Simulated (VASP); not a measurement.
Mg3Sb2:

```
CELL_PARAMETERS angstrom
4.58200 0.00000 0.00000
-2.29100 3.96813 0.00000
0.00000 0.00000 7.24400
ATOMIC_POSITIONS crystal
Sb 0.66667 0.33333 0.76500
Sb 0.33333 0.66667 0.23500
Mg 0.00000 0.00000 0.00000
Mg 0.66667 0.33333 0.37000
Mg 0.33333 0.66667 0.63000
```

Base run:

| Quantity | Value |
| --- | --- |
| Program | VASP 6.6.1 |
| Functional | AM05 |
| Potentials or basis | VASP PAW PBE potentials, release 64 (Sb, Mg) |
| Cutoff | 520 eV |
| k mesh | 7 × 7 × 4 |
| Occupations | fermi-dirac, width 0.05 eV |
| Spin | no spin polarisation |

Its results: band gap on the k mesh 0.35 eV, indirect (least direct gap 1.13 eV).

Task: The run is repeated on the same cell with these changes: functional from AM05 to LMBJ. What comes out?

Result: Band gap on the k mesh 0.76 eV, indirect (least direct gap 1.71 eV).

Caveats: spin-orbit coupling is left out, which moves the levels of the heavy elements; the mesh misses the band edges, which the band path finds closer together.

Not every run made on this cell is shown here.
